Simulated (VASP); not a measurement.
# AlAs (F-43m) in VASP: a series of runs, part 3 of 3

VASP 6.6.1. The steps go on from the part before.

## Step 6: Band structure, LDA

POSCAR reads:

```
AlAs
1.0
    0.0000000000      2.8304000000      2.8304000000
    2.8304000000      0.0000000000      2.8304000000
    2.8304000000      2.8304000000      0.0000000000
As Al
1 1
Direct
    0.7500000000      0.7500000000      0.7500000000
    0.0000000000      0.0000000000      0.0000000000
```

INCAR.step1 reads:

```
SYSTEM = AlAs
PREC     = Accurate       ! precision mode
ENCUT    = 520            ! plane-wave cutoff, eV
EDIFF    = 1E-6           ! SCF threshold, eV
ISMEAR   = 0              ! smearing method
SIGMA    = 0.02           ! smearing width, eV
LREAL    = .FALSE.        ! projectors in reciprocal space
LASPH    = .TRUE.         ! aspherical terms in the spheres
NELM     = 100            ! most SCF steps
ALGO     = Fast           ! electronic algorithm
ISIF     = 2              ! what is computed and relaxed
LWAVE    = .FALSE.        ! write WAVECAR
LCHARG   = .TRUE.         ! write CHGCAR
NBANDS   = 11             ! bands
```

KPOINTS.step1 reads:

```
regular mesh
0
G
  8 8 8
  0 0 0
```

INCAR.step2 reads:

```
SYSTEM = AlAs
PREC     = Accurate       ! precision mode
ENCUT    = 520            ! plane-wave cutoff, eV
EDIFF    = 1E-6           ! SCF threshold, eV
ISMEAR   = 0              ! smearing method
SIGMA    = 0.05           ! smearing width, eV
LREAL    = .FALSE.        ! projectors in reciprocal space
LASPH    = .TRUE.         ! aspherical terms in the spheres
NELM     = 100            ! most SCF steps
ALGO     = Fast           ! electronic algorithm
ISIF     = 2              ! what is computed and relaxed
LWAVE    = .FALSE.        ! write WAVECAR
LCHARG   = .FALSE.        ! write CHGCAR
NBANDS   = 11             ! bands
ICHARG   = 11             ! starting density
```

KPOINTS.step2 reads:

```
path GXWKGLUWLK,UX
10
line-mode
reciprocal
 0.0000000000  0.0000000000  0.0000000000  G
 0.5000000000  0.0000000000  0.5000000000  X

 0.5000000000  0.0000000000  0.5000000000  X
 0.5000000000  0.2500000000  0.7500000000  W

 0.5000000000  0.2500000000  0.7500000000  W
 0.3750000000  0.3750000000  0.7500000000  K

 0.3750000000  0.3750000000  0.7500000000  K
 0.0000000000  0.0000000000  0.0000000000  G

 0.0000000000  0.0000000000  0.0000000000  G
 0.5000000000  0.5000000000  0.5000000000  L

 0.5000000000  0.5000000000  0.5000000000  L
 0.6250000000  0.2500000000  0.6250000000  U

 0.6250000000  0.2500000000  0.6250000000  U
 0.5000000000  0.2500000000  0.7500000000  W

 0.5000000000  0.2500000000  0.7500000000  W
 0.5000000000  0.5000000000  0.5000000000  L

 0.5000000000  0.5000000000  0.5000000000  L
 0.3750000000  0.3750000000  0.7500000000  K

 0.6250000000  0.2500000000  0.6250000000  U
 0.5000000000  0.0000000000  0.5000000000  X
```

Potentials or basis: VASP PAW LDA potentials, release 64 (As, Al).

The run is started by

```sh
> cat potpaw_LDA.64/As/POTCAR potpaw_LDA.64/Al/POTCAR > POTCAR
> cp INCAR.step1 INCAR
> cp KPOINTS.step1 KPOINTS
> mpirun -np 1 vasp_std > vasp.out
> cp INCAR.step2 INCAR
> cp KPOINTS.step2 KPOINTS
> mpirun -np 1 vasp_std > vasp.out
```

OUTCAR:

```text
SYSTEM = AlAs
   PREC = Accurate
   ENCUT = 520
   EDIFF = 1E-6
   ISMEAR = 0
   LREAL = .FALSE.
   LASPH = .TRUE.
   NELM = 100
   ISIF = 2
   ICHARG = 11

 ion  position               nearest neighbor table
   1  0.750  0.750  0.750-   2 2.45   2 2.45   2 2.45   2 2.45
   2  0.000  0.000  0.000-   1 2.45   1 2.45   1 2.45   1 2.45

  LATTYP: Found a face centered cubic cell.
 ALAT       =     5.6608000000

  Lattice vectors:

 A1 = (   0.0000000000,   2.8304000000,   2.8304000000)
 A2 = (   2.8304000000,   0.0000000000,   2.8304000000)
 A3 = (   2.8304000000,   2.8304000000,   0.0000000000)

[... 507 lines left out ...]
      8      10.5616      0.00000
      9      13.8736      0.00000
     10      15.3532      0.00000
     11      16.8272      0.00000

 [... further k-points ...]
[... 5 lines left out ...]
  --------------------------------------------------------------------------------------
  -------------------------------------------------------------------------------------
  Total       -0.4831010     -0.4831010     -0.4831010     -0.0000000     -0.0000000      0.0000000
  in kB      -17.0677039    -17.0677039    -17.0677039     -0.0000000     -0.0000000      0.0000000
  external PRESSURE =     -17.0677039 kB  Pullay stress =       0.0000000 kB

 VOLUME and BASIS-vectors are now :
 -----------------------------------------------------------------------------
  energy-cutoff  :      520.00
  volume of cell :       45.35
      direct lattice vectors                 reciprocal lattice vectors
     0.000000000  2.830400000  2.830400000    -0.176653477  0.176653477  0.176653477
     2.830400000  0.000000000  2.830400000     0.176653477 -0.176653477  0.176653477
     2.830400000  2.830400000  0.000000000     0.176653477  0.176653477 -0.176653477

 POSITION                                       TOTAL-FORCE (eV/Angst)
 -----------------------------------------------------------------------------------
      4.24560      4.24560      4.24560         0.000000      0.000000      0.000000
      0.00000      0.00000      0.00000         0.000000     -0.000000     -0.000000
 -----------------------------------------------------------------------------------
    total drift:                                0.000000      0.000000      0.000000

  FREE ENERGIE OF THE ION-ELECTRON SYSTEM (eV)
  ---------------------------------------------------
  free  energy   TOTEN  =       -10.7072900589 eV

  energy  without entropy=      -10.7072900589  energy(sigma->0) =      -10.70729006
```

OUTCAR.step1:

```text
SYSTEM = AlAs
   PREC = Accurate
   ENCUT = 520
   EDIFF = 1E-6
   ISMEAR = 0
   LREAL = .FALSE.
   LASPH = .TRUE.
[... 559 lines left out ...]
      4.24560      4.24560      4.24560        -0.000000     -0.000000     -0.000000
      0.00000      0.00000      0.00000         0.000000      0.000000      0.000000
 -----------------------------------------------------------------------------------
    total drift:                                0.000000      0.000000      0.000000

  FREE ENERGIE OF THE ION-ELECTRON SYSTEM (eV)
  ---------------------------------------------------
  free  energy   TOTEN  =       -10.5126243122 eV

  energy  without entropy=      -10.5126243122  energy(sigma->0) =      -10.51262431
```

OSZICAR.step1:

```text
N       E                     dE             d eps       ncg     rms          rms(c)
DAV:   1     0.137389412238E+02    0.13739E+02   -0.31362E+03   638   0.556E+02
DAV:   2    -0.979047756197E+01   -0.23529E+02   -0.22492E+02   801   0.904E+01
DAV:   3    -0.108215125146E+02   -0.10310E+01   -0.10293E+01   810   0.185E+01
DAV:   4    -0.108285698269E+02   -0.70573E-02   -0.70569E-02   739   0.185E+00
DAV:   5    -0.108286697253E+02   -0.99898E-04   -0.99896E-04   768   0.210E-01    0.336E+00
RMM:   6    -0.105726694345E+02    0.25600E+00   -0.16336E-01   641   0.169E+00    0.196E+00
RMM:   7    -0.105166077682E+02    0.56062E-01   -0.10947E-01   661   0.150E+00    0.637E-01
RMM:   8    -0.105126512045E+02    0.39566E-02   -0.85358E-03   687   0.597E-01    0.109E-01
RMM:   9    -0.105126250602E+02    0.26144E-04   -0.12445E-03   750   0.231E-01    0.700E-02
RMM:  10    -0.105126217177E+02    0.33425E-05   -0.19914E-04   727   0.106E-01    0.123E-02
RMM:  11    -0.105126248969E+02   -0.31792E-05   -0.47356E-05   766   0.547E-02    0.248E-02
RMM:  12    -0.105126243122E+02    0.58469E-06   -0.72267E-06   757   0.213E-02
   1 F= -.10512624E+02 E0= -.10512624E+02  d E =-.105059E-24
```

Run time: 23 s. Hardware: 1 thread of Intel Xeon Platinum 8488C (Sapphire Rapids), shared host; peak memory 0.17 GiB.

What came out:

| Property | Result |
| --- | --- |
| Band gap on the k mesh | 1.34 eV, indirect (least direct gap 1.88 eV) |
| Band gap along the path | 1.34 eV, indirect (least direct gap 1.88 eV) |

Levels at the corners of the path, in eV from the valence-band top:
| point | band 2 | band 3 | band 4 | band 5 | band 6 | band 7 |
| --- | --- | --- | --- | --- | --- | --- |
| Γ | 0.00 | 0.00 | 0.00 | 1.88 | 4.25 | 4.25 |
| X | -5.45 | -2.18 | -2.18 | 1.34 | 2.20 | 10.20 |
| X | -5.45 | -2.18 | -2.18 | 1.34 | 2.20 | 10.20 |
| W | -5.10 | -3.20 | -2.84 | 4.25 | 5.57 | 5.62 |
| W | -5.10 | -3.20 | -2.84 | 4.25 | 5.57 | 5.62 |
| K | -5.19 | -3.44 | -1.80 | 2.14 | 4.89 | 8.10 |
| K | -5.19 | -3.44 | -1.80 | 2.14 | 4.89 | 8.10 |
| Γ | 0.00 | 0.00 | 0.00 | 1.88 | 4.25 | 4.25 |
| Γ | 0.00 | 0.00 | 0.00 | 1.88 | 4.25 | 4.25 |
| L | -5.60 | -0.82 | -0.82 | 2.02 | 4.64 | 4.64 |
| L | -5.60 | -0.82 | -0.82 | 2.02 | 4.64 | 4.64 |
| U | -5.19 | -3.44 | -1.80 | 2.14 | 4.89 | 8.10 |
| U | -5.19 | -3.44 | -1.80 | 2.14 | 4.89 | 8.10 |
| W | -5.10 | -3.20 | -2.84 | 4.25 | 5.57 | 5.62 |
| W | -5.10 | -3.20 | -2.84 | 4.25 | 5.57 | 5.62 |
| L | -5.60 | -0.82 | -0.82 | 2.02 | 4.64 | 4.64 |
| L | -5.60 | -0.82 | -0.82 | 2.02 | 4.64 | 4.64 |
| K | -5.19 | -3.44 | -1.80 | 2.14 | 4.89 | 8.10 |
| U | -5.19 | -3.44 | -1.80 | 2.14 | 4.89 | 8.10 |
| X | -5.45 | -2.18 | -2.18 | 1.34 | 2.20 | 10.20 |

Caveat: the log is that of the step along the path at fixed density, whose energy, stress, charges and moments have no meaning. A hybrid or GW would open this gap; LDA tends to underestimate it.

## Step 7: Overview

| task | level | potentials or basis | k mesh | cutoff (eV) | smearing | GW scheme | GW iterations | cutoff of the response function | frequency points | empty bands | mesh quality | gap on the mesh (eV) |
| --- | --- | --- | --- | --- | --- | --- | --- | --- | --- | --- | --- | --- |
| G0W0 quasiparticle levels | PBE | VASP PAW PBE potentials, release 64 (As_GW, Al_GW) | 4 × 4 × 4 | 450 | gaussian 0.01 eV | G0W0 | 1 | 110 | 50 | 118 | coarse | - |
| G0W0 quasiparticle levels | PBE | VASP PAW PBE potentials, release 64 (As_GW, Al_GW) | 4 × 4 × 4 | 450 | gaussian 0.01 eV | G0W0 | 1 | 160 | 50 | 31 | coarse | - |
| G0W0 quasiparticle levels | LDA | VASP PAW LDA potentials, release 64 (As_GW, Al_GW) | 4 × 4 × 4 | 450 | gaussian 0.01 eV | G0W0 | 1 | 110 | 50 | 118 | coarse | - |
| band structure | PBE | VASP PAW PBE potentials, release 64 (As, Al) | 8 × 8 × 8 | 520 | gaussian 0.02 eV | - | - | - | - | - | not flagged | 1.43 |
| band structure | LDA | VASP PAW LDA potentials, release 64 (As, Al) | 8 × 8 × 8 | 520 | gaussian 0.02 eV | - | - | - | - | - | not flagged | 1.34 |

Alike in all rows: no spin polarisation; cell as given.

Caveats: some runs use coarse meshes; bands, screening cutoff and mesh are small and nothing is extrapolated, so the quasiparticle values aren't converged (some runs).

Total energies depend on the potentials used, so only differences within one code and one set of settings carry meaning.
